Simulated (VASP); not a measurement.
GeN, 4 atoms in the cell. It takes space group Cmmm (No. 65, orthorhombic). The conventional cell has a = 5.136 Å, b = 6.148 Å, c = 3.113 Å, α = 90.00°, β = 90.00°, γ = 90.00°. Ge (site symmetry 2/m) is surrounded by 4 N at 2.26 Å and 2 Ge at 2.57 Å. N (site symmetry 2mm) is surrounded by 1 N at 1.42 Å. The cell was built by a generator and needn't be a form met in nature.

* Program: VASP 6.6.1
* Task: relaxation of the atoms
* Functional: PBEsol
* Potentials or basis: VASP PAW PBE potentials, release 64 (Ge_d, N)
* Cutoff: 520 eV
* k mesh: 7 × 7 × 9
* Occupations: gaussian, width 0.05 eV
* Spin: no spin polarisation
* Further INCAR settings: ALGO = Normal; EDIFF = 1e-06; IBRION = 2; EDIFFG = -0.005; NSW = 40

Potentials or basis: VASP PAW PBE potentials, release 64 (Ge_d, N).

The run is started by

```console
$ cat potpaw_PBE.64/Ge_d/POTCAR potpaw_PBE.64/N/POTCAR > POTCAR
$ mpirun -np 1 vasp_std > vasp.out
```

Hardware: 1 thread of Intel(R) Xeon(R) Platinum 8488C (Sapphire Rapids), with other jobs on the host.

**Question.** How long does it take, and how much memory?

**Answer.** Wall time 120 s on 1 thread of Intel(R) Xeon(R) Platinum 8488C (Sapphire Rapids), on a shared host, peak memory 0.2 GiB. Counts: scf iterations 24, k points 80, ion steps 3.
